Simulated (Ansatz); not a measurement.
input.yaml (Ansatz)

```yaml
crystal:
  lattice:
    - [0.0, 2.3979637909, 2.3979637909]
    - [2.3979637909, 0.0, 2.3979637909]
    - [2.3979637909, 2.3979637909, 0.0]
  atoms:
    - { symbol: In, position: [0.0, 0.0, 0.0] }
hamiltonian:
  xc: pbesol
  pseudopotentials:
    kind: paw
    azcp:
      In: "pseudopotentials/In.paw.azcp"
basis:
  ecutwfc: 420
  fft_grid_basis: typed
kpoints:
  mp_grid: { grid: [13, 13, 13], shift: [0, 0, 0] }
magnetization:
  spin_polarized: false
scf:
  occupations: { method: fermi_dirac, width: 0.1 }
  lower_state_search: "off"
output:
  stress: true
```

Terminal output

```
Warning: the record states the generating functional pbe (its physics header spells it `PBE`), which answers neither for hamiltonian.xc's functional nor for the pbesol family's — results may be inconsistent (PPs are generated against a specific XC)
Engine: ansatz 0.2.0, aarch64-unknown-linux-gnu
Pseudopotentials: kind: paw
Pseudopotential: In, paw, valence charge 13, recommended cutoff 420 eV (normal) 
Functional definition: PBEsol
  exchange = pbesol_x
  correlation = pbesol_c
Crystal: 1 atoms, lattice volume = 27.578 Å³
Basis set: ecut = 420 eV, 537 PW (Γ)
Bands: 11, of which v1, the nominal top of the filled ones, is band 7 counted from 1 (6 counted from 0)
Symmetry: 48 space group operations
Space group: Fm-3m (ITA 225), of the structure as read, at distance tolerance 3.0e-5 Å
k-points: 84 of 2197
Non-local potential: In, projectors of the file, l = 0: 2, l = 1: 2, l = 2: 2, l = 3: 2
PAW form: soft (Blöchl's): semilocal exchange-correlation on the pseudo side does not see the compensation charge
PAW frozen core: In, regenerated for the run's functional, and the local potential with it (the file was generated under x = pbe(κ = 0.804, μ = 0.2195149727645171), c = pbe(β = 0.06672455060314922))
PAW one-centre angular grid: In, 590 points (default); XC on 64 Gauss nodes
Initial density: superposition of atomic densities (neutral atoms: chi_scale 0, normalization atom), corrected by the library's trained network
Initial wavefunctions: pseudopotential atomic-orbital guess
Functional: x = pbesol(κ = 0.804, μ = 0.12345679012345678), c = pbesol(β = 0.046)
SCF iter   1: F=—  HF=-5525.397423 eV  |F-HF|=—  |Δ(HF+E_count)|=         —  Δρ=2.77e-3  dr2=2.19e-3  ethr=1.77e-3  ⟨swp⟩=4.9  Hψ=5404  notcnv=0
SCF iter   2: F=—  HF=-5525.395797 eV  |F-HF|=—  |Δ(HF+E_count)|=   1.63e-3  Δρ=1.15e-3  dr2=4.93e-4  ethr=1.68e-5  ⟨swp⟩=1.6  Hψ=1773  notcnv=0
SCF iter   3: F=—  HF=-5525.395602 eV  |F-HF|=—  |Δ(HF+E_count)|=   1.95e-4  Δρ=3.91e-4  dr2=2.02e-5  ethr=3.79e-6  ⟨swp⟩=2.0  Hψ=1442  notcnv=0
SCF iter   4: F=—  HF=-5525.395593 eV  |F-HF|=—  |Δ(HF+E_count)|=   9.08e-6  Δρ=9.49e-5  dr2=2.14e-6  ethr=1.55e-7  ⟨swp⟩=2.0  Hψ=1405  notcnv=0
iter 5 did not close the SCF: its close was put off for the readings that it lacked (scf_convergence_deferred on its scf_iter line)
SCF iter   5: F=-5525.395592 eV  HF=-5525.395592 eV  |F-HF|=5.61e-8  |Δ(HF+E_count)|=   1.07e-6  Δρ=1.35e-5  dr2=5.54e-8  ethr=1.64e-8  ⟨swp⟩=2.1  Hψ=1376  notcnv=0
SCF iter   6: F=-5525.395592 eV  HF=-5525.395592 eV  |F-HF|=8.82e-11  |Δ(HF+E_count)|=   2.50e-8  Δρ=8.02e-7  dr2=2.74e-10  ethr=4.26e-10  ⟨swp⟩=2.9  Hψ=3303  notcnv=0
SCF 1 converged in 6 iterations: F = -5525.395592 eV  dr2 = 2.74e-10
SCF converged after 6 iterations
Free energy (F): -5525.395592 eV
Harris-Foulkes:  -5525.395592 eV  (|F-HF|=8.82e-11)
Internal energy: -5525.380429 eV  (E = F + TS)
E sigma→0 (E₀):  -5525.388010 eV
Entropy (-TS):   -0.015163 eV (-15.163 meV/atom)
Fermi energy:    9.388031 eV
--- Per-component energies (eV) ---
  E_band       = -33.447625
  E_kinetic    = 240.957768
  E_local      = -1107.963485  (includes V_loc(G=0)·N_el)
  E_nonlocal   = 367.336230
  E_hartree    = 432.284267
  E_xc         = -213.804783
  E_vxc        = -100.066623  (∫ρ·V_xc dr)
  E_paw        = -4081.205531  (= ΣΔE_a)
  E_vpaw       = -298.280611  (= ΣTr[D̂ρ^β])
  E_aug_tail   = 0.000025  (compensation charges beyond the density's cutoff)
  E_ewald      = -1163.220822
  E_core_change = 0.235902  (= ΣΔE_core)
  E_smearing   = -0.015163  (= −TS)
  E_closure    = -0.000000  (closes the sum)
  Σ components = -5525.395592   (vs F -5525.395592, Δ=0.00e0)
--- Stress (GPa, compression-positive) ---
       -2.764342       0.000000       0.000000
        0.000000      -2.764342       0.000000
        0.000000      -0.000000      -2.764342
  P = ⅓ Tr σ = -2.7643 GPa (-27.643 kbar)
```
